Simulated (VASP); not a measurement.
A run of VASP 6.6.1 is set up as follows.

File INCAR:

```
PREC = Accurate ; ENCUT = 550
EDIFF = 1E-6 ; ISMEAR = 0
SIGMA = 0.02 ; LREAL = False
LASPH = True ; NELM = 60
ALGO = Normal ; ISIF = 2
LWAVE = False ; LCHARG = True
LELF = True ; LVHAR = True
```

File KPOINTS:

```
regular mesh
0
Gamma
  11 11 11
```

Contents of POSCAR:

```
Ag
1.0
    0.0000000000      2.0427500000      2.0427500000
    2.0427500000      0.0000000000      2.0427500000
    2.0427500000      2.0427500000      0.0000000000
Ag
1
Direct
    0.0000000000      0.0000000000      0.0000000000
```

Potentials or basis: VASP PAW LDA potentials, release 64 (Ag_GW).

Run with:

```console
$ cat potpaw_LDA.64/Ag_GW/POTCAR > POTCAR
$ mpirun -np 1 vasp_std > vasp.out
```

Problem. Estimate the pressure.

Solution. -7.8 GPa.

Problem. Estimate the band gap on the k mesh.

Solution. None (metal or under the smearing width).
